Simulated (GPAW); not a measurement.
Crystal: TiC.

```
Ti C
1.0
     3.06279    0.00000    0.00000
     1.53139    2.65245    0.00000
     1.53139    0.88415    2.50076
Ti C
1 1
Direct
  0.00000 0.00000 0.00000
  0.50000 0.50000 0.50000
```

The cell is a database's computed one.

Program: GPAW 26.7.0. Alike in all runs: task band structure; no spin polarisation; cell as given; k mesh 9 × 9 × 9; cutoff (eV) 800; smearing fermi-dirac 0.05 eV.

Problem. Order these runs on this cell by their pressure, lowest first.
A. level PBEsol; potentials or basis PAW data sets generated in the run's folder for this functional, pw; band points 60
B. level PBE+U; potentials or basis GPAW PAW data sets (gpaw-data 1.2.1), pw; U Ti d U = 3.5 eV; band points 80
C. level MS2; potentials or basis GPAW PAW data sets (gpaw-data 1.2.1), pw; band points 60

Solution. A (-5.8 GPa), C (-0.6 GPa), B (7.7 GPa).

Caveats: U without spin polarisation on a metal has little footing (some runs); the U is typed as a test and isn't derived for this compound (some runs); the PAW data sets were made with another functional, which shifts forces and pressure a little (some runs).

Not every run made on this cell is shown here.
